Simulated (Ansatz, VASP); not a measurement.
## One calculation of Cu, two programs

Contents of INCAR:

```
SYSTEM = Cu
PREC = Accurate
ENCUT = 520
EDIFF = 1E-6
ISMEAR = -1
SIGMA = 0.03
LREAL = .FALSE.
LASPH = .TRUE.
NELM = 100
ALGO = Normal
ISIF = 2
LWAVE = .FALSE.
LCHARG = .FALSE.
GGA = PS
NBANDS = 12
```

Contents of KPOINTS:

```
regular mesh
0
G
  17 17 17
  0 0 0
```

The input POSCAR:

```
Cu
1.0
    0.0000000000      1.8014548043      1.8014548043
    1.8014548043      0.0000000000      1.8014548043
    1.8014548043      1.8014548043      0.0000000000
Cu
1
Direct
    0.0000000000      0.0000000000      0.0000000000
```

Input for Ansatz:

```yaml
crystal:
  lattice:
    - [0.0, 1.8014548043, 1.8014548043]
    - [1.8014548043, 0.0, 1.8014548043]
    - [1.8014548043, 1.8014548043, 0.0]
  atoms:
    - { symbol: Cu, position: [0.0, 0.0, 0.0] }
kpoints:
  mp_grid: { grid: [17, 17, 17] }
  band_path:
    path:
      - [0.0, 0.0, 0.0]
      - [0.5, 0.0, 0.5]
      - [0.625, 0.25, 0.625]
      - [0.375, 0.375, 0.75]
      - [0.0, 0.0, 0.0]
      - [0.5, 0.5, 0.5]
      - [0.5, 0.25, 0.75]
      - [0.5, 0.0, 0.5]
    npoints: 5
scf:
  occupations: { method: fermi_dirac, width: 0.03 }
hamiltonian:
  xc: pbesol
  pseudopotentials: { kind: all_electron, lapw: { basis_error: 0.00025 } }
output:
  forces: true
  stress: true
  eigenvalues: true
```

Change from the starting cell: volume scaled by 0.99.

Alike in both runs: task single point; functional PBEsol; k mesh 17 × 17 × 17; occupations fermi-dirac, width 0.03 eV; no spin polarisation.

```csv
,VASP,Ansatz
version,VASP 6.6.1,Ansatz 0.2.0
potentials or method,"VASP PAW PBE potentials, release 64 (Cu)","all-electron LAPW, scalar-relativistic"
plane-wave cutoff (eV),520,see its input
```

```csv
,VASP,Ansatz,Ansatz less VASP
pressure (GPa),-4.6,-5.3,-0.71
```

Ansatz ran all-electron here, so the differences hold the error of VASP's frozen core and of both bases.

Caveats: the PAW data sets were made with another functional, which shifts forces and pressure a little (VASP).
